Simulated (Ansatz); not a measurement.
Crystal: Te.

```xyz
3
Lattice="4.4540 0.0000 0.0000 -2.2270 3.8573 0.0000 0.0000 0.0000 5.9240" Properties=species:S:1:pos:R:3 pbc="T T T"
Te    1.6279    2.8197    0.0000
Te   -0.5991    1.0376    3.9493
Te    1.1981    0.0000    1.9747
```

Program: Ansatz 0.2.0. Alike in all runs: task band structure; potentials or basis Ansatz PAW; no spin polarisation; cell as given; k mesh 7 × 7 × 5; cutoff (eV) 420; smearing fermi-dirac 0.05 eV.

Order these runs on this cell by their pressure, lowest first.
A. level PBE
B. level PBEsol
C. level rPW86-PBE

B (-1.0 GPa), A (1.4 GPa), C (4.6 GPa).

Caveats: the PAW data sets come from PBE, with cores solved anew for the run's functional, which leaves a small shift of forces and pressure (some runs); the potentials were made for another functional, which shifts forces and pressure (some runs).

Not every run made on this cell is shown here.
